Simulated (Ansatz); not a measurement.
## AlN (F-43m), two-dimensional strain map

Theory: DFT PBE, scalar-relativistic, plane waves, PAW in Ansatz. Cutoff 420 eV, Γ-centred 10×10×10 k-points, Gaussian smearing of 0.05 eV. No spin polarisation. Energies are free energies at this smearing, counted from the undisturbed cell; pressure is positive in compression.

Reference structure (relaxed at this level; this zinc-blende form isn't the usual structure):

```
Al N
1.0
     0.00000    2.20159    2.20159
     2.20159    0.00000    2.20159
     2.20159    2.20159    0.00000
Al N
1 1
Cartesian
  0.0000 0.0000 0.0000
  3.3024 3.3024 3.3024
```

The cell is strained by p along both x and y and by q along z, fractional coordinates fixed. Points are written (p, q).

p was sampled at -0.030, -0.015, 0.000, 0.015, 0.030 and q at -0.030, -0.015, 0.000, 0.015, 0.030.

Question: Where on the computed points is the energy highest, and how high?

Answer: At (-0.030, -0.030): 56.8 meV/atom.

Question: Away from (0, 0), which computed point is lowest?

Answer: (0.000, 0.015): 2.1 meV/atom.

The map, in meV/atom:

```
 p \ q  -0.030  -0.015  0.000  0.015  0.030
-0.030    56.8    39.6   27.4   20.2   17.9
-0.015    25.2    13.6    6.7    4.3    6.5
 0.000     8.5     2.1    0.0    2.1    8.4
 0.015     5.5     4.0    6.3   12.4   22.5
 0.030    15.1    17.9   24.3   34.2   47.7
```